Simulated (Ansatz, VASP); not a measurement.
CuO in VASP and in Ansatz

```
CELL_PARAMETERS angstrom
0.00000 2.37290 2.37290
2.37290 0.00000 2.37290
2.37290 2.37290 0.00000
ATOMIC_POSITIONS crystal
Cu 0.00000 0.00000 0.00000
O 0.25000 0.25000 0.25000
```

Change from the starting cell: volume scaled by 1.06.

Alike in both runs: task single point; functional PBE; k mesh 10 × 10 × 10; occupations fermi-dirac, width 0.05 eV; no spin polarisation.

|  | VASP | Ansatz |
| --- | --- | --- |
| version | VASP 6.6.1 | Ansatz 0.2.0 |
| potentials or method | VASP PAW PBE potentials, release 64 (Cu, O) | Ansatz PAW |
| plane-wave cutoff (eV) | 520 | 420 |
| valence electrons in the cell | 17 | 25 |

VASP gave:

```
gap on the k mesh at the Fermi level (eV) : none
pressure (GPa)                            : -13.7
```

Problem. Estimate Ansatz's values.

Solution. gap on the k mesh at the Fermi level (eV): none; pressure (GPa): -14.1.

A gap of «none» marks a metal or a gap that the smearing closes. With one functional, cell and mesh, what is left measures potentials, basis and numerics. The two sets of potentials don't hold the same shells in valence.

Caveats: an odd number of electrons without spin polarisation forces a metal; a magnetic or distorted state may lie lower; the run has no spin polarisation, though such a crystal can be magnetic; semilocal functionals often make such compounds metallic where correlation or magnetic order opens a gap, which also shifts bond lengths; the pressure holds a Pulay correction of +0.6 GPa for the finite cutoff (Ansatz).
